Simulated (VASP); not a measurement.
Al:

```xyz
4
Lattice="2.8271 0.0000 0.0000 -1.4135 2.4483 0.0000 0.0000 0.0000 9.1860" Properties=species:S:1:pos:R:3 pbc="T T T"
Al    0.0000    0.0000    0.0000
Al    0.0000    1.6322    2.2965
Al    0.0000    0.0000    4.5930
Al    1.4135    0.8161    6.8895
```

This isn't the form of Al at room conditions, which is fcc.

* Program: VASP 6.6.1
* Task: relaxation of cell and atoms
* Functional: PBEsol
* Potentials or basis: VASP PAW PBE potentials, release 64 (Al)
* Cutoff: 600 eV
* k mesh: 18 × 18 × 6
* Occupations: gaussian, width 0.1 eV
* Spin: no spin polarisation

At the start: pressure 1.9 GPa; volume 15.90 Å³/atom.

Question: Where does the relaxation end?

Answer: Over 5 steps the energy falls by 2.4 meV/atom and the volume is 16.25 Å³/atom (+2.3 %); space group P6_3/mmc (No. 194, to 0.05 Å).

Step by step:
```csv
step,energy change (eV),largest force (eV/Å),pressure (GPa),volume (Å³)
1,0.0000,0.0000,1.88,63.58
2,-0.0086,0.0000,-0.40,65.31
3,-0.0089,0.0000,-0.07,65.05
4,-0.0095,0.0000,-0.05,65.04
5,-0.0097,0.0000,-0.02,65.02
```

Final structure:
```xyz
4
Lattice="2.8375 0.0000 0.0000 -1.4188 2.4574 0.0000 0.0000 0.0000 9.3243" Properties=species:S:1:pos:R:3 pbc="T T T"
Al   -1.4188    2.4574    9.3243
Al    0.0000    1.6383    2.3311
Al   -1.4188    2.4574    4.6621
Al    1.4188    0.8191    6.9932
```

Caveat: the PAW data sets were made with another functional, which shifts forces and pressure a little.
